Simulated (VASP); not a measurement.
# Al (Fm-3m) in VASP: notebook, part 2 of 2

VASP 6.6.1. Earlier steps stand in the parts before.

### 3 Single point, LDA (grid = ENCUT=350 dk=0.9 cell=3x3x3 ISMEAR=1 SIGMA=0.1 LREAL=Auto EDIFF=1e-06)

The input, INCAR:

```
SYSTEM = Al
ALGO = Fast ; EDIFF = 1E-6
ENCUT = 350 ; ISIF = 2
ISMEAR = 1 ; LASPH = .True.
LCHARG = .False. ; LREAL = Auto
LWAVE = .False. ; NBANDS = 68
NELM = 120 ; PREC = Accurate
SIGMA = 0.1
```

The input, KPOINTS:

```
k-points
0
Gamma
  1 1 1
  0 0 0
```

The input, POSCAR:

```
Al
1.0
    0.0000000000      6.0744150000      6.0744150000
    6.0744150000      0.0000000000      6.0744150000
    6.0744150000      6.0744150000      0.0000000000
Al
27
Direct
    0.0000000000      0.0000000000      0.0000000000
    0.0000000000      0.0000000000      0.3333333333
    0.0000000000      0.0000000000      0.6666666667
    0.0000000000      0.3333333333      0.0000000000
    0.0000000000      0.3333333333      0.3333333333
    0.0000000000      0.3333333333      0.6666666667
    0.0000000000      0.6666666667      0.0000000000
    0.0000000000      0.6666666667      0.3333333333
    0.0000000000      0.6666666667      0.6666666667
    0.3333333333      0.0000000000      0.0000000000
    0.3333333333      0.0000000000      0.3333333333
    0.3333333333      0.0000000000      0.6666666667
    0.3333333333      0.3333333333      0.0000000000
    0.3333333333      0.3333333333      0.3333333333
    0.3333333333      0.3333333333      0.6666666667
    0.3333333333      0.6666666667      0.0000000000
    0.3333333333      0.6666666667      0.3333333333
    0.3333333333      0.6666666667      0.6666666667
    0.6666666667      0.0000000000      0.0000000000
    0.6666666667      0.0000000000      0.3333333333
    0.6666666667      0.0000000000      0.6666666667
    0.6666666667      0.3333333333      0.0000000000
    0.6666666667      0.3333333333      0.3333333333
    0.6666666667      0.3333333333      0.6666666667
    0.6666666667      0.6666666667      0.0000000000
    0.6666666667      0.6666666667      0.3333333333
    0.6666666667      0.6666666667      0.6666666667
```

Potentials or basis: VASP PAW LDA potentials, release 64 (Al).

Launch:

```
> cat potpaw_LDA.64/Al/POTCAR > POTCAR
> mpirun -np 1 vasp_std > vasp.out
```

OUTCAR:

```text
SYSTEM = Al
   EDIFF = 1E-6
   ENCUT = 350
   ISIF = 2
   ISMEAR = 1
   LASPH = .True.
   LREAL = Auto
   NELM = 120
   PREC = Accurate

 Found      1 irreducible k-points:

 Following reciprocal coordinates:
            Coordinates               Weight
  0.000000  0.000000  0.000000      1.000000
   k-points           NKPTS =      1   k-points in BZ     NKDIM =      1   number of bands    NBANDS=     68
   number of dos      NEDOS =    301   number of ions     NIONS =     27
   total plane-waves  NPLWV = 157464
   dimension x,y,z NGX =    54 NGY =   54 NGZ =   54
   dimension x,y,z NGXF=   108 NGYF=  108 NGZF=  108
   ions per type =              27
   NGX,Y,Z   is equivalent  to a cutoff of  10.45, 10.45, 10.45 a.u.
   NGXF,Y,Z  is equivalent  to a cutoff of  20.90, 20.90, 20.90 a.u.
 SYSTEM =  Al
   PREC   = accura    normal or accurate (medium, high low for compatibility)
   ISTART =      0    job   : 0-new  1-cont  2-samecut
   ICHARG =      2    charge: 1-file 2-atom 10-const
   ISPIN  =      1    spin polarized calculation?
   LNONCOLLINEAR =      F non collinear calculations
   LSORBIT =      F    spin-orbit coupling
   LASPH  =      T    aspherical Exc in radial PAW
   ENCUT  =  350.0 eV  25.72 Ry    5.07 a.u.  13.10 13.10 13.10*2*pi/ulx,y,z
   NELM   =    120;   NELMIN=  2; NELMDL= -5     # of ELM steps
   EDIFF  = 0.1E-05   stopping-criterion for ELM
   LREAL  =      T    real-space projection
   EDIFFG = 0.1E-04   stopping-criterion for IOM
   NSW    =      0    number of steps for IOM
[... 5 lines left out ...]
   TEBEG  =    0.0;   TEEND  =   0.0 temperature during run
   PSTRESS=    0.0 pullay stress
   NELECT =      81.0000    total number of electrons
   NUPDOWN=      -1.0000    fix difference up-down
   EMIN   =  10.00;   EMAX   =-10.00  energy-range for DOS
   EFERMI =   0.00;   METHOD = LEGACY
   ISMEAR =     1;   SIGMA  =   0.10  broadening in eV -4-tet -1-fermi 0-gaus
   EFERMI_NEDOS =   21; number of points for ismear=-14 and -15
   IALGO  =     68    algorithm
   IMIX   =      4    mixing-type and parameters
     AMIX     =   0.40;   BMIX     =  1.00
     AMIX_MAG =   1.60;   BMIX_MAG =  1.00
  volume/ion in A,a.u.               =      16.60       112.04
  Fermi-wavevector in a.u.,A,eV,Ry     =   0.925526  1.748991 11.654733  0.856599
  Thomas-Fermi vector in A             =   2.051390
   LORBIT       =      0    0 simple, 1 ext, 2 COOP (PROOUT), +10 PAW based schemes
   GGA     = CA    functional components
   LHFCALC =     F    Hartree Fock is set to
   AEXX    =    0.0000 exact exchange contribution
   IVDW    =     0    specifies the selected vdW correction
   LEPSILON=     F    determine dielectric tensor
   LRPA    =     F    only Hartree local field effects (RPA)
 non-spin polarized calculation
 RMM-DIIS sequential band-by-band and
 Methfessel and Paxton  Order N= 1 SIGMA  =   0.10
  energy-cutoff  :      350.00
  volume of cell :      448.27
 maximum number of plane-waves:      6615
 NGX is ok and might be reduce to    54
   NGX = 27   NGY = 27   NGZ = 27

 number of electron      80.9999999 magnetization

 Free energy of the ion-electron system (eV)
  ---------------------------------------------------
  ext. energy  EPLUGINS =         0.00000000
  ---------------------------------------------------
  free energy    TOTEN  =       -96.98131661 eV

  energy without entropy =      -96.88187986  energy(sigma->0) =      -96.94817103

 E-fermi :   8.0303     XC(G=0): -10.3175

 val. band max:        6.6903331179   @ k =   0.0000   0.0000   0.0000
 cond. band min:       8.0800666989   @ k =   0.0000   0.0000   0.0000
 fundamental gap:      1.3897335810
 Fermi energy:         8.0303480559

 k-point     1 :       0.0000    0.0000    0.0000
  band No.  band energies     occupation
      1      -3.3234      2.00000
      2      -0.3528      2.00000
      3      -0.3528      2.00000
      4      -0.3528      2.00000
      5      -0.3528      2.00000
      6      -0.3528      2.00000
[... 44 lines left out ...]
     51       8.0801      0.26290
     52       8.2243     -0.01935
 [bands above 52 left out]

------------------------ aborting loop because EDIFF is reached ----------------------------------------

  FORCE on cell =-STRESS in cart. coord.  units (eV):
  Direction    XX          YY          ZZ          XY          YZ          ZX
  --------------------------------------------------------------------------------------
  -------------------------------------------------------------------------------------
  Total      -13.2986439    -13.2986439    -13.2986439      0.0000000      0.0000000     -0.0000000
  in kB      -47.5307390    -47.5307390    -47.5307390      0.0000000      0.0000000     -0.0000000
  external PRESSURE =     -47.5307390 kB  Pullay stress =       0.0000000 kB

 VOLUME and BASIS-vectors are now :
 -----------------------------------------------------------------------------
  energy-cutoff  :      350.00
  volume of cell :      448.27
      direct lattice vectors                 reciprocal lattice vectors
     0.000000000  6.074415000  6.074415000    -0.082312453  0.082312453  0.082312453
     6.074415000  0.000000000  6.074415000     0.082312453 -0.082312453  0.082312453
     6.074415000  6.074415000  0.000000000     0.082312453  0.082312453 -0.082312453

 POSITION                                       TOTAL-FORCE (eV/Angst)
 -----------------------------------------------------------------------------------
      0.00000      0.00000      0.00000         0.000000      0.000000      0.000000
      2.02480      2.02480      0.00000         0.000000      0.000000     -0.000000
      4.04961      4.04961      0.00000         0.000000      0.000000      0.000000
      2.02480      0.00000      2.02480        -0.000000     -0.000000     -0.000000
      4.04961      2.02480      2.02480        -0.000000      0.000000     -0.000000
      6.07442      4.04961      2.02480         0.000000     -0.000000      0.000000
[... 19 lines left out ...]
      6.07442      6.07442      8.09922         0.000000      0.000000     -0.000000
      8.09922      8.09922      8.09922        -0.000000     -0.000000     -0.000000
 -----------------------------------------------------------------------------------
    total drift:                               -0.000000     -0.000000     -0.000000

  FREE ENERGIE OF THE ION-ELECTRON SYSTEM (eV)
  ---------------------------------------------------
  free  energy   TOTEN  =       -96.9813166092 eV

  energy  without entropy=      -96.8818798618  energy(sigma->0) =      -96.94817103
```

OSZICAR:

```text
N       E                     dE             d eps       ncg     rms          rms(c)
DAV:   1     0.564800690726E+02    0.56480E+02   -0.21398E+04   136   0.682E+02
DAV:   2    -0.913229383200E+02   -0.14780E+03   -0.13264E+03   172   0.106E+02
DAV:   3    -0.978228160255E+02   -0.64999E+01   -0.62068E+01   160   0.182E+01
DAV:   4    -0.978766581831E+02   -0.53842E-01   -0.53789E-01   148   0.212E+00
DAV:   5    -0.978770495623E+02   -0.39138E-03   -0.39137E-03   152   0.184E-01    0.796E+00
RMM:   6    -0.973440622259E+02    0.53299E+00   -0.59123E-02   136   0.657E-01    0.468E+00
RMM:   7    -0.969824375425E+02    0.36162E+00   -0.15888E-01   148   0.105E+00    0.618E-01
RMM:   8    -0.969812403415E+02    0.11972E-02   -0.77036E-03   144   0.286E-01    0.127E-01
RMM:   9    -0.969813108046E+02   -0.70463E-04   -0.83031E-04   148   0.115E-01    0.618E-02
RMM:  10    -0.969813197831E+02   -0.89784E-05   -0.12281E-04   148   0.362E-02    0.710E-02
RMM:  11    -0.969813162359E+02    0.35472E-05   -0.17405E-05   147   0.140E-02    0.457E-02
RMM:  12    -0.969813166092E+02   -0.37330E-06   -0.37105E-06   130   0.644E-03
   1 F= -.96981317E+02 E0= -.96948171E+02  d E =-.994367E-01
```

Wall time 30 s (1 thread of Intel Xeon Platinum 8488C (Sapphire Rapids), shared host); peak memory 0.26 GiB.

These settings aren't checked as converged: the numbers below hold their error.

Results:

| Item | Value |
| --- | --- |
| Free energy | -96.9813 eV |
| Pressure | -4.8 GPa |

Caveat: the k mesh is coarse (spacing up to 0.90 Å⁻¹), so the values aren't converged; the mesh shows a gap though the element is a metal.

### 4 Single point, LDA (grid = ENCUT=250 dk=0.35 cell=3x3x3 ISMEAR=1 SIGMA=0.1 LREAL=Auto EDIFF=1e-06)

INCAR: that of step 3 with these lines changed.

```diff
@@ -2,3 +2,3 @@
 ALGO = Fast ; EDIFF = 1E-6
-ENCUT = 350 ; ISIF = 2
+ENCUT = 250 ; ISIF = 2
 ISMEAR = 1 ; LASPH = .True.
```

The input, KPOINTS:

```
k-points
0
Gamma
  3 3 3
  0 0 0
```

POSCAR is that of step 3.

Launch:

```
> cat potpaw_LDA.64/Al/POTCAR > POTCAR
> mpirun -np 1 vasp_std > vasp.out
```

It took 89 s on 1 thread of Intel Xeon Platinum 8488C (Sapphire Rapids), shared host; peak memory 0.24 GiB.

These settings aren't checked as converged: the numbers below hold their error.

What came out:

```yaml
Free_energy: -111.9108 eV
Band_gap_on_the_k_mesh: none (metal or under the smearing width)
```

Caveat: the cutoff is under 1.25 times the usual one of these potentials, so pressure, stress and relaxed cells hold a basis-set (Pulay) error.

### 5 Single point, LDA (grid = ENCUT=300 dk=0.35 cell=3x3x3 ISMEAR=1 SIGMA=0.1 LREAL=Auto EDIFF=1e-06)

INCAR: that of step 4 with these lines changed.

```diff
@@ -2,3 +2,3 @@
 ALGO = Fast ; EDIFF = 1E-6
-ENCUT = 250 ; ISIF = 2
+ENCUT = 300 ; ISIF = 2
 ISMEAR = 1 ; LASPH = .True.
```

KPOINTS is that of step 4.

POSCAR is that of step 4.

Potentials or basis: VASP PAW LDA potentials, release 64 (Al).

Launch:

```
> cat potpaw_LDA.64/Al/POTCAR > POTCAR
> mpirun -np 1 vasp_std > vasp.out
```

OUTCAR:

```text
SYSTEM = Al
   EDIFF = 1E-6
   ENCUT = 300
   ISIF = 2
   ISMEAR = 1
   LASPH = .True.
   LREAL = Auto
   NELM = 120
   PREC = Accurate

 Found      4 irreducible k-points:

 Following reciprocal coordinates:
            Coordinates               Weight
  0.000000  0.000000  0.000000      1.000000
  0.333333  0.000000  0.000000      8.000000
  0.333333  0.333333  0.000000      6.000000
 -0.333333  0.333333  0.000000     12.000000
[... 302 lines left out ...]
  -------------------------------------------------------------------------------------
  Total       -9.6487639     -9.6487639     -9.6487639      0.0000000      0.0000000      0.0000000
  in kB      -34.4856875    -34.4856875    -34.4856875      0.0000000      0.0000000      0.0000000
  external PRESSURE =     -34.4856875 kB  Pullay stress =       0.0000000 kB

 VOLUME and BASIS-vectors are now :
 -----------------------------------------------------------------------------
  energy-cutoff  :      300.00
  volume of cell :      448.27
      direct lattice vectors                 reciprocal lattice vectors
     0.000000000  6.074415000  6.074415000    -0.082312453  0.082312453  0.082312453
     6.074415000  0.000000000  6.074415000     0.082312453 -0.082312453  0.082312453
     6.074415000  6.074415000  0.000000000     0.082312453  0.082312453 -0.082312453

 POSITION                                       TOTAL-FORCE (eV/Angst)
 -----------------------------------------------------------------------------------
      0.00000      0.00000      0.00000         0.000000      0.000000     -0.000000
      2.02480      2.02480      0.00000         0.000000     -0.000000      0.000000
      4.04961      4.04961      0.00000         0.000000      0.000000     -0.000000
      2.02480      0.00000      2.02480         0.000000     -0.000000     -0.000000
      4.04961      2.02480      2.02480         0.000000     -0.000000      0.000000
      6.07442      4.04961      2.02480         0.000000     -0.000000     -0.000000
[... 19 lines left out ...]
      6.07442      6.07442      8.09922         0.000000      0.000000     -0.000000
      8.09922      8.09922      8.09922        -0.000000     -0.000000      0.000000
 -----------------------------------------------------------------------------------
    total drift:                               -0.000000      0.000000     -0.000000

  FREE ENERGIE OF THE ION-ELECTRON SYSTEM (eV)
  ---------------------------------------------------
  free  energy   TOTEN  =      -112.0473224300 eV

  energy  without entropy=     -112.0116447255  energy(sigma->0) =     -112.03542986
```

Run time: 73 s. Hardware: 1 thread of Intel Xeon Platinum 8488C (Sapphire Rapids), shared host; peak memory 0.25 GiB.

The run converged, but some of its settings lie outside the range that counts as converged, so its numbers aren't taken as properties of the crystal.

What came out:

- Free energy: -112.0473 eV
- Pressure: -3.4 GPa
- Band gap on the k mesh: none (metal or under the smearing width)
